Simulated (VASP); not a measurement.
Here is a VASP 6.6.1 calculation.

POSCAR

```
MgS
1.0
    3.5860142181      0.0000000000      0.0000000000
   -1.7930071091      3.1055794112      0.0000000000
    0.0000000000      0.0000000000      6.1473560943
Mg S
2 2
Direct
    0.0000000000      0.0000000000      0.0000000000
    0.0000000000      0.0000000000      0.5000000000
    0.3333333333      0.6666666667      0.2500000000
    0.6666666667      0.3333333333      0.7500000000
```

The input INCAR.step1:

```
ALGO = Normal ; EDIFF = 1E-4
ENCUT = 520 ; GGA = PE
ISMEAR = 0 ; LASPH = T
LCHARG = F ; LREAL = F
LWAVE = T ; NBANDS = 16
NELM = 100 ; PREC = Accurate
SIGMA = 0.01
```

INCAR.step2

```
ALGO = Normal ; EDIFF = 1E-7
ENCUT = 520 ; ISIF = 2
ISMEAR = 0 ; ISTART = 1
LASPH = T ; LCHARG = T
LELF = T ; LMIXTAU = T
LREAL = F ; LVHAR = T
LWAVE = F ; METAGGA = R2SCAN
NBANDS = 16 ; NELM = 100
PREC = Accurate ; SIGMA = 0.01
```

File KPOINTS:

```
k-points
0
Gamma
  12 12 4
```

Potentials or basis: VASP PAW PBE potentials, release 64 (Mg, S).

Run with:

```bash
$ cat potpaw_PBE.64/Mg/POTCAR potpaw_PBE.64/S/POTCAR > POTCAR
$ cp INCAR.step1 INCAR
$ mpirun -np 1 vasp_std > vasp.out
$ cp INCAR.step2 INCAR
$ mpirun -np 1 vasp_std > vasp.out
```

**Question.** Estimate the pressure.

**Answer.** 2.2 GPa.

**Question.** Predict the band gap on the k mesh.

**Answer.** 4.01 eV, indirect (least direct gap 4.61 eV).

Stress tensor (GPa, compression positive):
```
3.13 0.00 0.00
0.00 3.13 0.00
0.00 0.00 0.48
```

Caveat: the PAW data sets were made with another functional, which shifts forces and pressure a little. A k mesh can miss the band edges.
